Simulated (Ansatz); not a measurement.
SnO:

```
CELL_PARAMETERS angstrom
3.81370 0.00000 0.00000
0.00000 3.81370 0.00000
0.00000 0.00000 4.88691
ATOMIC_POSITIONS crystal
Sn 0.50000 0.00000 0.76463
Sn 0.00000 0.50000 0.23537
O 0.00000 0.00000 0.00000
O 0.50000 0.50000 0.00000
```

The cell is a database's computed one.

| Property | Result |
| --- | --- |
| Program | Ansatz 0.2.0 |
| Task | single point |
| Functional | PBEsol |
| Potentials or basis | Ansatz PAW |
| Cutoff | 420 eV (not typed: the program's choice for these potentials) |
| k mesh | 7 × 7 × 6 |
| Occupations | fermi-dirac, width 0.05 eV |
| Spin | no spin polarisation |

On this cell: pressure -0.5 GPa; largest force 0.074 eV/Å; band gap on the k mesh 0.35 eV, indirect (least direct gap 1.99 eV).

The same run follows on a disturbed copy (atoms moved at random, drawn with an rms of 0.05 Å):

```xyz
4
Lattice="3.8137 0.0000 0.0000 0.0000 3.8137 0.0000 0.0000 0.0000 4.8869" Properties=species:S:1:pos:R:3 pbc="T T T"
Sn    1.9419   -0.0165    3.7618
Sn    0.0122    1.9097    1.0991
O     0.0261    0.0131   -0.0093
O     1.8823    1.8902   -0.0079
```

Problem. What changes?

Solution. The energy moves by +11.4 meV/atom; pressure 2.0 GPa; largest force 0.844 eV/Å; band gap on the k mesh 0.58 eV, indirect (least direct gap 1.89 eV).

Forces in eV/Å, atoms in the order of the input:
```
Sn  -0.110  0.049 -0.755
Sn  -0.085 -0.006  0.840
O   -0.190 -0.183 -0.028
O    0.385  0.139 -0.057
```

Stress tensor (GPa, compression positive):
```
 1.76  0.03 -0.14
 0.03  1.65 -0.01
-0.14 -0.01  2.48
```

Caveats: odd divisions of the mesh miss points on the zone boundary, where band edges often lie, so the gap on the mesh can be too wide; spin-orbit coupling is left out, which moves the levels of the heavy elements; the PAW data sets come from PBE, with cores solved anew for the run's functional, which leaves a small shift of forces and pressure.

A k mesh can miss the band edges.
